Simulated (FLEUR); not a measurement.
**EuO under changes of volume**

One of the cells (17.013 Å³/atom); the others are scaled copies at fixed shape and fractional positions:

```xyz
2
Lattice="0.0000 2.5720 2.5720 2.5720 0.0000 2.5720 2.5720 2.5720 0.0000" Properties=species:S:1:pos:R:3 pbc="T T T"
Eu    0.0000    0.0000    0.0000
O     2.5720    2.5720    2.5720
```

```yaml
Program: FLEUR MaX-R8.1 (later development tree)
Functional: LDA
Potentials_or_basis: all-electron
Basis: FLAPW
Kmax: 4.19 1/bohr
k_mesh: 9 × 9 × 9
Occupations: fermi-dirac, width 0.05 eV
Spin: collinear spin, ferromagnetic start
Starting_moments: "[7.0, 0.0] μB"
```

```tsv
volume (Å³/atom)	energy over the lowest point (meV/atom)	moment (μB per cell)
15.992	0.00	6.88
16.333	19.59	6.90
17.013	68.46	6.93
17.694	127.53	6.96
18.034	?	?
```

What does the run at 18.034 Å³/atom give?

Energy over the lowest point 160.43 meV/atom; moment 6.97 μB per cell.

Worked out: A Birch-Murnaghan fit of order 2 (a polynomial in V^(-2/3)) to the other rows has no minimum within the range. It gives 160.27 meV/atom at 18.034 Å³/atom, against the run's 160.43. A straight line through the other rows of the moment, of slope 0.0463 μB per Å³/atom, extrapolates to 6.98 μB, against the run's 6.97.

Energies are extrapolated to zero smearing.

Caveats: a cell with one magnetic atom can't hold antiferromagnetic order, which such compounds often take; without U or exact exchange the open f shell lies at the Fermi level, which spoils levels, moments and volumes.
